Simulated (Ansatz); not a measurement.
**AgBr: single point with PBE**

Crystal: AgBr.

```
Ag Br
1.0
     0.00000    2.87015    2.87015
     2.87015    0.00000    2.87015
     2.87015    2.87015    0.00000
Ag Br
1 1
Direct
  0.00000 0.00000 0.00000
  0.50000 0.50000 0.50000
```

```yaml
Program: Ansatz 0.2.0
Task: single point
Functional: PBE
Potentials_or_basis: all-electron PAW datasets made for the crystal
Cutoff: 260 eV (chosen from the basis error)
k_mesh: 6 × 6 × 6
Occupations: fermi-dirac, width 0.05 eV
Spin: no spin polarisation
```

| Property | Result |
| --- | --- |
| Pressure | 2.3 GPa |
| Band gap on the k mesh | 0.67 eV, indirect (least direct gap 2.61 eV) |

Levels at points of the mesh, in eV from the valence-band top:
```tsv
k point	band 6	band 7	band 8	band 9	band 10	band 11
(0.00, 0.00, 0.00)	-2.80	-1.93	-1.93	-1.93	0.67	9.92
(0.00, 0.00, -0.50)	-2.49	-2.15	0.00	0.00	3.74	6.60
(0.00, -0.50, -0.50)	-2.64	-2.39	-2.39	-2.29	1.60	7.06
```

It took 4.5 s on 1 thread of AMD EPYC 7R13 Processor (Zen 3), on a shared host, peak memory 0.46 GiB.

A k mesh can miss the band edges.
